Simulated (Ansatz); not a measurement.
Consider the formal exchange of groups at a C–F bond: `FC(F)=C(F)C(F)(F)F` + `FC(F)F` → `F/C(=C(\F)C(F)(F)F)C(F)(F)F` + H–F.

Calculated with Ansatz (gas phase, PBE0-D4/def2-TZVP geometries, no zero-point term in ΔE). CCSD(T)/CBS adds triple-zeta CCSD(T) − MP2 to the extrapolated MP2 energy (def2 sets, frozen cores). This one scheme is used for every species. Functionals use def2-TZVPP.

| level | ΔE (kJ/mol) |
| --- | --- |
| ωB97M-V | -11.8 |
| SCS-MP2/def2-QZVPP | -16.6 |
| MP2/CBS(def2) | -25.9 |
| CCSD/CBS(def2) | -17.9 |

Task: What does CCSD(T)/CBS give? (Estimate.)

Result: Computed: -21.9 kJ/mol. The listed levels differ from it by 10.1, 5.3, -4.0, 4.0 kJ/mol.

Largest T1 diagnostic among the species: 0.013.

In def2-TZVPP, CCSD(T) changes the Hartree–Fock value by −30.9 kJ/mol (the triples alone add −4.0 kJ/mol) and MP2 by −34.9 kJ/mol. At CCSD(T), def2-SVP lies +15.7 kJ/mol from the extrapolated value and def2-TZVPP +5.2 kJ/mol.

CCSD(T)/CBS has its own doubt, a few kJ/mol and more with outer-core shells, so smaller differences from it don't rank the levels.
